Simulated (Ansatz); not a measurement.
A distorted cell of ZrO₂ (fluorite):

```
ZrO2
1.0
    0.00000     5.06423     5.06423
    2.53212     0.00000     2.53212
    2.53212     2.53212     0.00000
Zr O
2 4
Cartesian
  0.00000   0.00000   0.00000
  0.00000   2.53212   2.66412
  1.26606   1.26606   1.26606
  1.26606   3.79818   3.79818
  3.79818   3.79818   3.79818
  3.79818   6.33029   6.33029
```

Computed with PBEsol (plane waves to 420 eV, PAW, scalar-relativistic; Ansatz, a program for electronic structure). k mesh 9×9×9 (Γ-centred), Fermi-Dirac smearing 0.05 eV. Energies are smeared free energies. Compression counts positive. The PAW data are Ansatz's earlier set. This is a high-temperature form of ZrO2. ZrO2 is run without spin polarisation. ZrO2 was relaxed with its symmetry unable to fall.

Problem. What forces act on the atoms (eV/Å, Cartesian)?

Solution. 
```json
[
 {"atom": "Zr1", "Fx": "-0.566", "Fy": "0.566", "Fz": "0.554"},
 {"atom": "Zr2", "Fx": "0.570", "Fy": "-0.570", "Fz": "-1.321"},
 {"atom": "O3", "Fx": "0.156", "Fy": "-0.156", "Fz": "-0.069"},
 {"atom": "O4", "Fx": "-0.138", "Fy": "0.138", "Fz": "0.454"},
 {"atom": "O5", "Fx": "-0.086", "Fy": "0.086", "Fz": "0.336"},
 {"atom": "O6", "Fx": "0.064", "Fy": "-0.064", "Fz": "0.045"}
]
```

Problem. What is the stress tensor (GPa)?

Solution. 
```
   1.12     0.27    -0.14
   0.27     1.12     0.14
  -0.14     0.14     0.93
```
The pressure, a third of the trace, is 1.06 GPa.

Problem. In it atom 2 sits (0.000, 0.000, 0.132) Å away from its relaxed site. What is its energy relative to the relaxed cell?

Solution. 84.7 meV/cell.

(For displaced atoms, the force is minus the slope of the energy, and its curvature is a force constant, which sets phonon frequencies.)
